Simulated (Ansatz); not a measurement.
# ScAl: moving Al off its site

ScAl, Pm-3m, a = 3.369 Å. The structure is a Materials Project entry; whether it is the stable form wasn't checked. Ansatz: r2SCAN, PAW, 500 eV, Γ-centred 12×12×12 mesh on 8 atoms, Gaussian smearing 0.15 eV; no spin polarisation.

```
Sc Al
1.0
    -3.36910    3.36910    3.36910
     3.36910   -3.36910    3.36910
     3.36910    3.36910   -3.36910
Sc Al
4 4
Cartesian
  1.6845 1.6845 1.6845
  1.6845 1.6845 -1.6845
  1.6845 -1.6845 1.6845
  -1.6845 1.6845 1.6845
  0.0000 3.3691 0.0000
  3.3691 0.0000 0.0000
  0.0000 0.0000 0.0000
  0.0000 0.0000 3.3691
```

Atom 5 (Al) moves by x along the unit vector (0.000, 0.000, -1.000), with its periodic images; all else is held. y is the free energy of the cell over the start, F the force along the path summed over the moved atoms. Symmetry makes y even in x.

```
 x (Å) y (meV) F (eV/Å)
-0.200        ?         ?
-0.100     31.1      0.62
 0.000      0.0      0.00
 0.050      7.8     -0.31
 0.150     69.9     -0.93
 0.175     94.9     -1.08
```

Question: Fit y = c2 x² + c4 x⁴ to the energies of the other rows, give the force constant, and predict energy and force of the missing row.

Answer: Least squares on the rows shown. y = 3120 x² − 689.3 x⁴. The force constant is 2 c2 = 6.24 eV/Å² (for all images moving together, not for a lone atom). The force −dy/dx at the missing row is 1.23 eV/Å (computed 1.23). At x = -0.200 the fit asked for gives 123.7 meV. The run gave 123.7 meV, the same to the digits shown.